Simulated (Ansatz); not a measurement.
The calculation used DFT PBE, scalar-relativistic, plane waves, PAW in Ansatz. Settings: cutoff 420 eV, Γ-centred meshes spaced at most about 0.3 Å⁻¹ (2π included), Gaussian smearing. No spin polarisation in the final relaxations.

These are static total energies at zero pressure. All come from trial cells, and lower structures may exist.

Question: Order these relaxed structures of KCl by energy, lowest first, with the energy over the lowest of them.
A.

```xyz
8
Lattice="2.2060 1.2736 15.4662 -2.2060 1.2736 15.4662 0.0000 -2.5472 15.4662" Properties=species:S:1:pos:R:3 pbc="T T T"
K     0.0000    0.0000   32.7477
K     0.0000    0.0000   24.9696
K     0.0000    0.0000   28.8352
K     0.0000    0.0000   21.1060
Cl    0.0000    0.0000   46.2309
Cl    0.0000    0.0000   38.5015
Cl    0.0000    0.0000   11.4348
Cl    0.0000    0.0000    3.7512
```

B.

```xyz
4
Lattice="4.5431 0.0000 0.0000 0.0000 4.5431 0.0000 0.0000 0.0000 8.2718" Properties=species:S:1:pos:R:3 pbc="T T T"
K     0.0000    2.2715    0.0000
K     2.2715    0.0000    4.1359
Cl    2.2715    2.2715    2.0679
Cl    2.2715    2.2715    6.2038
```

Answer: A (0 meV/atom), B (128 meV/atom). Forms: A R3m; B P4_2/mmc. Counting Cl atoms around K (those within 1.25 times the shortest such distance or 1.15 times the sum of covalent radii): A has K 6; B has K 4.

Cells relaxed within their symmetry can be saddle points. The R3m cell of KCl came from shaking the P4_2/mmc one. The part of the Crystallography Open Database at hand lists KCl in space groups No. 221, 225; no cell shown has one of them. Some candidate types were left out of the draw beforehand, so a known form may be missing.
